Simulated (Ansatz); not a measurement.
Chalcopyrite CuInS₂ was calculated with HSE06 in Ansatz (PAW).

Settings: plane-wave cutoff 460 eV, 6×6×6 k mesh, Fermi–Dirac smearing 0.01 eV, no spin polarisation, scalar-relativistic PAW data made under PBE.

Cell (measured lattice):

```cif
data_Cu2In2S4
_chemical_formula_sum 'In2 Cu2 S4'
_space_group_name_H-M_alt 'P 1'
_space_group_IT_number 1
_cell_length_a 6.79972
_cell_length_b 6.79972
_cell_length_c 6.79972
_cell_angle_alpha 132.079
_cell_angle_beta 132.079
_cell_angle_gamma 70.104
loop_
_space_group_symop_operation_xyz
  'x, y, z'
loop_
_atom_site_label
_atom_site_type_symbol
_atom_site_fract_x
_atom_site_fract_y
_atom_site_fract_z
_atom_site_occupancy
In1 In 0.50000 0.50000 0.00000 1
In2 In 0.25000 0.75000 0.50000 1
Cu1 Cu 0.00000 0.00000 0.00000 1
Cu2 Cu 0.75000 0.25000 0.50000 1
S1 S 0.87500 0.89554 0.52054 1
S2 S 0.10446 0.62500 0.97946 1
S3 S 0.37500 0.35446 0.47946 1
S4 S 0.64554 0.12500 0.02054 1
```

**Question.** Estimate the band gap that the calculation returns.

**Answer.** 
* **band gap**: 1.35 eV (on the SCF k mesh)

Measured, for comparison: band gap 1.55 eV (temperature not stated, not corrected to a static lattice, direct or pseudo-direct at Γ; as tabulated in Ghosh et al. (2024), arXiv:2401.16805).

Note: cell and atoms aren't relaxed at this level (largest force component 0.08 eV/Å, pressure 1.2 GPa).

Spin–orbit coupling is not included.

It cost roughly 27 core-minutes of CPU time.

Ansatz is a quantum-chemistry and plane-wave program.
